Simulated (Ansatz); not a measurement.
# Si: the cost of one run

Computed with Ansatz 0.2.0 (DFT PBE, scalar-relativistic, plane waves, PAW, unless a step's input says otherwise).

The COD entry's cell or inner coordinates are ideal or old and differ from later refinements, so a difference from it is no clean test against experiment.

That is the level of the relaxation; later steps name their own.

1 further run of the same task is left out (set aside as unsound or not needed).

**1. The system as given**

The structure is cubic, space group Fd-3m (No. 227). Conventional cell: a = 5.470 Å, b = 5.470 Å, c = 5.470 Å, α = 90.00°, β = 90.00°, γ = 90.00°. Around Si (site symmetry -43m) lie 4 Si at 2.37 Å.

Structure file:

```cif
data_structure
_symmetry_space_group_name_H-M 'P 1'
_symmetry_Int_Tables_number 1
_cell_length_a 3.8676
_cell_length_b 3.8676
_cell_length_c 3.8676
_cell_angle_alpha 60.000
_cell_angle_beta 60.000
_cell_angle_gamma 60.000
_cell_volume 40.91
loop_
_atom_site_label
_atom_site_type_symbol
_atom_site_fract_x
_atom_site_fract_y
_atom_site_fract_z
_atom_site_occupancy
Si1 Si 0.75000 0.75000 0.75000 1
Si2 Si 0.50000 0.50000 0.50000 1
```

It is the result of an earlier relaxation at this level (volume 20.45 Å³/atom; gap on the mesh: 0.62 eV).

**2. Band edges over the whole zone**

input.yaml

```yaml
crystal:
  lattice:
    - [0.0, 2.7348383259, 2.7348383259]
    - [2.7348383259, 0.0, 2.7348383259]
    - [2.7348383259, 2.7348383259, 0.0]
  atoms:
    - { symbol: Si, position: [0.75, 0.75, 0.75] }
    - { symbol: Si, position: [0.5, 0.5, 0.5] }
basis:
  ecutwfc: 420
kpoints:
  mp_grid: { grid: [10, 10, 10] }
  band_path: { path: [VBM, CBM], npoints: 2 }
hamiltonian:
  xc: pbe
scf:
  occupations: { method: gaussian, width: 0.02 }
output:
  forces: true
  stress: true
  eigenvalues: true
```

Started as:

```
$ ansatz run input.yaml --threads 1 --pin off --max-ram 2560MiB --backend cpu --events-out ev --progress --plain --runs-dir out
```

Q: Estimate wall time and peak memory on 1 thread of Intel Xeon 6975P-C (Granite Rapids), shared host.

About 2 s, with a peak of 0.34 GiB.
